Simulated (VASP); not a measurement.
## A VASP 6.6.1 relaxation on SiC

INCAR

```
GGA = CA
LWAVE = .FALSE.
PREC = Accurate
LREAL = .FALSE.
SIGMA = 0.02
ISIF = 3
ENCUT = 600
NBANDS = 11
NSW = 40
IBRION = 2
EDIFF = 1E-7
LCHARG = .FALSE.
NELM = 120
EDIFFG = -5E-3
ISMEAR = -1
LASPH = .TRUE.
PSTRESS = -30
```

KPOINTS

```
KPOINTS created by Atomic Simulation Environment
0
Gamma
10 10 10
0 0 0
```

POSCAR

```
Si C
 1.0000000000000000
    -0.0000000000000000    2.0292109559734093    2.0292109559734093
     2.0292109559734093   -0.0000000000000000    2.0292109559734093
     2.0292109559734093    2.0292109559734093   -0.0000000000000000
 Si  C
   1   1
Cartesian
  0.0000000000000000  0.0000000000000000 -0.0000000000000000
  2.0292109559734093  2.0292109559734093  2.0292109559734093
```

The recommended LDA PAW datasets give the neutral cell 8 valence electrons.

Command

```
mpirun -np 1 vasp_std
```

OSZICAR

```
N       E                     dE             d eps       ncg     rms          rms(c)
DAV:   1     0.264591172223E+01    0.26459E+01   -0.45067E+03  1098   0.717E+02
DAV:   2    -0.162266886315E+02   -0.18873E+02   -0.17404E+02  1286   0.113E+02
DAV:   3    -0.168033648826E+02   -0.57668E+00   -0.57498E+00  1260   0.151E+01
DAV:   4    -0.168051099497E+02   -0.17451E-02   -0.17448E-02  1169   0.975E-01
DAV:   5    -0.168051143819E+02   -0.44322E-05   -0.44326E-05  1243   0.454E-02    0.838E+00
DAV:   6    -0.153156277833E+02    0.14895E+01   -0.54147E+00  1112   0.104E+01    0.351E+00
DAV:   7    -0.152937177763E+02    0.21910E-01   -0.31530E-01  1193   0.328E+00    0.146E+00
DAV:   8    -0.152885160189E+02    0.52018E-02   -0.18198E-02  1079   0.749E-01    0.356E-01
DAV:   9    -0.152870777724E+02    0.14382E-02   -0.79275E-03  1088   0.397E-01    0.134E-01
DAV:  10    -0.152869396541E+02    0.13812E-03   -0.86158E-04  1085   0.149E-01    0.663E-02
...
DAV:   4    -0.153030500255E+02    0.31266E-04   -0.27697E-05  1076   0.258E-02    0.124E-02
DAV:   5    -0.153030495087E+02    0.51688E-06   -0.84739E-07  1221   0.571E-03    0.794E-03
DAV:   6    -0.153030494525E+02    0.56132E-07   -0.68115E-08   584   0.168E-03
   3 F= -.15607817E+02 E0= -.15607530E+02  d E =-.796920E-02
       N       E                     dE             d eps       ncg     rms          rms(c)
DAV:   1    -0.153028914868E+02    0.15802E-03   -0.65533E-05  1049   0.547E-02    0.885E-03
DAV:   2    -0.153028906741E+02    0.81277E-06   -0.18333E-06  1131   0.812E-03    0.461E-03
DAV:   3    -0.153028904263E+02    0.24782E-06   -0.21338E-07   965   0.290E-03    0.130E-03
DAV:   4    -0.153028903756E+02    0.50623E-07   -0.36155E-08   541   0.947E-04
   4 F= -.15607819E+02 E0= -.15607530E+02  d E =-.797162E-02
```

Standard output (part)

```
POSCAR found type information on POSCAR SiC
 POSCAR found :  2 types and       2 ions
 LDA part: xc-table for (Slater(with rela. corr.)+CA(PZ))
 , standard interpolation
 POSCAR, INCAR and KPOINTS ok, starting setup
 WAVECAR not read
 entering main loop
 curvature:   0.00 expect dE= 0.000E+00 dE for cont linesearch  0.000E+00
 search vector abs. value=  0.232E-01
 bond charge predicted
 trial-energy change:   -0.004996  1 .order   -0.003546   -0.023163    0.016071
 bond charge predicted
 curvature:  -0.29 expect dE=-0.264E-05 dE for cont linesearch -0.264E-05
 ZBRENT: interpolating
 opt :   0.6285  next Energy=   -15.607819 (dE=-0.797E-02)
 bond charge predicted
 curvature:  -0.31 expect dE=-0.101E-06 dE for cont linesearch -0.101E-06
 trial: gam=-0.00372 g(F)=  0.117E-61 g(S)=  0.322E-06 ort = 0.864E-04 (trialstep = 0.926E+00)
 search vector abs. value=  0.104E-09
 reached required accuracy - stopping structural energy minimisation
```

From OUTCAR

```
k-points           NKPTS =     47   k-points in BZ     NKDIM =     47   number of bands    NBANDS=     11

   NELECT =       8.0000    total number of electrons

   dimension x,y,z NGX =    24 NGY =   24 NGZ =   24
   dimension x,y,z NGXF=    48 NGYF=   48 NGZF=   48

  energy-cutoff  :      600.00
  volume of cell :       16.28
      direct lattice vectors                 reciprocal lattice vectors
     0.000000000  2.011804903  2.011804903    -0.248533046  0.248533046  0.248533046
     2.011804903  0.000000000  2.011804903     0.248533046 -0.248533046  0.248533046
     2.011804903  2.011804903 -0.000000000     0.248533046  0.248533046 -0.248533046

 k-points in reciprocal lattice and weights: KPOINTS created by Atomic Simulation Env
   0.00000000  0.00000000  0.00000000       0.001
   0.10000000  0.00000000  0.00000000       0.008
   0.20000000  0.00000000  0.00000000       0.008
   0.30000000  0.00000000  0.00000000       0.008
   0.40000000  0.00000000  0.00000000       0.008
   0.50000000  0.00000000  0.00000000       0.004
   0.10000000  0.10000000  0.00000000       0.006
   0.20000000  0.10000000  0.00000000       0.024
   ...

 E-fermi :  12.6847

 k-point     1 :       0.0000    0.0000    0.0000
  band No.  band energies     occupation
      1      -5.8885      2.00000
      2      12.6777      1.17365
      3      12.6777      1.17365
      4      12.6777      1.17364
      5      20.5908      0.00000
      6      21.6129      0.00000
      7      21.6129      0.00000
      8      21.6129      0.00000
      9      25.4272      0.00000
     10      25.4272      0.00000
     11      25.4272      0.00000

 k-point     2 :       0.1000    0.0000    0.0000
  band No.  band energies     occupation
      1      -5.6426      2.00000
      2      11.4100      2.00000
      3      12.5268      1.99926
      4      12.5268      1.99926
      5      20.6055      0.00000
      6      21.7084      0.00000
      7      21.9526      0.00000
      8      21.9526      0.00000
      9      23.5729      0.00000
     10      23.5729      0.00000
     11      25.2232      0.00000

 k-point     3 :       0.2000    0.0000    0.0000
  band No.  band energies     occupation
      1      -4.9090      2.00000
      2       8.6949      2.00000
      3      12.1929      2.00000
      4      12.1929      2.00000
      5      19.7866      0.00000
      6      20.8442      0.00000
      7      20.8442      0.00000
      8      22.9849      0.00000
      9      24.1135      0.00000
     10      24.1135      0.00000
     11      24.7340      0.00000

 k-point     4 :       0.3000    0.0000    0.0000
  band No.  band energies     occupation
      1      -3.7022      2.00000
      2       5.6935      2.00000
      3      11.8702      2.00000
      4      11.8702      2.00000
      5      19.1816      0.00000
      6      19.2910      0.00000
      7      19.2910      0.00000
      8      23.1302      0.00000
      9      25.4946      0.00000
     10      26.3567      0.00000
     11      26.3567      0.00000

 k-point     5 :       0.4000    0.0000    0.0000
  band No.  band energies     occupation
      1      -2.0686      2.00000
      2       2.8866      2.00000
      3      11.6637      2.00000
      4      11.6637      2.00000
      5      18.2887      0.00000
      6      18.2887      0.00000
      7      18.8755      0.00000
      8      22.5812      0.00000
      9      26.8975      0.00000
     10      28.9923      0.00000
     11      28.9923      0.00000

 ...

  Total       -0.3070385     -0.3070385     -0.3070385     -0.0000000     -0.0000000      0.0000000
  in kB      -30.2075749    -30.2075749    -30.2075749     -0.0000000     -0.0000000      0.0000000
  external PRESSURE =      -0.2075749 kB  Pullay stress =     -30.0000000 kB

 POSITION                                       TOTAL-FORCE (eV/Angst)
 -----------------------------------------------------------------------------------
      0.00000      0.00000      0.00000         0.000000     -0.000000      0.000000
      2.01180      2.01180      2.01180        -0.000000      0.000000     -0.000000
 -----------------------------------------------------------------------------------
    total drift:                               -0.000000     -0.000000      0.000000

  FREE ENERGIE OF THE ION-ELECTRON SYSTEM (eV)
  ---------------------------------------------------
  free  energy   TOTEN  =       -15.3028903756 eV

  energy  without entropy=      -15.3023127169  energy(sigma->0) =      -15.30260155
```

```json
{"ionic step": "1", "ΔH (meV/atom)": "0.0", "volume (Å³)": "16.71", "largest force (eV/Å)": "0.000", "pressure (GPa)": "-8.42", "electronic steps": "13"}
{"ionic step": "2", "ΔH (meV/atom)": "-2.5", "volume (Å³)": "16.04", "largest force (eV/Å)": "0.000", "pressure (GPa)": "0.92", "electronic steps": "7"}
{"ionic step": "3", "ΔH (meV/atom)": "-4.0", "volume (Å³)": "16.28", "largest force (eV/Å)": "0.000", "pressure (GPa)": "-2.89", "electronic steps": "6"}
{"ionic step": "4", "ΔH (meV/atom)": "-4.0", "volume (Å³)": "16.28", "largest force (eV/Å)": "0.000", "pressure (GPa)": "-3.02", "electronic steps": "4"}
```

It converged. Results: relaxed cell vector lengths 2.845, 2.845, 2.845 Å; relaxed cell volume 16.28 Å³.

For comparison, a separate LDA relaxation on usual settings, not on those above, ends at 16.09 Å³.

The run above took about 20 s on one core of a shared host (Intel Xeon Platinum 8488C) and held 0.13 GiB at most.
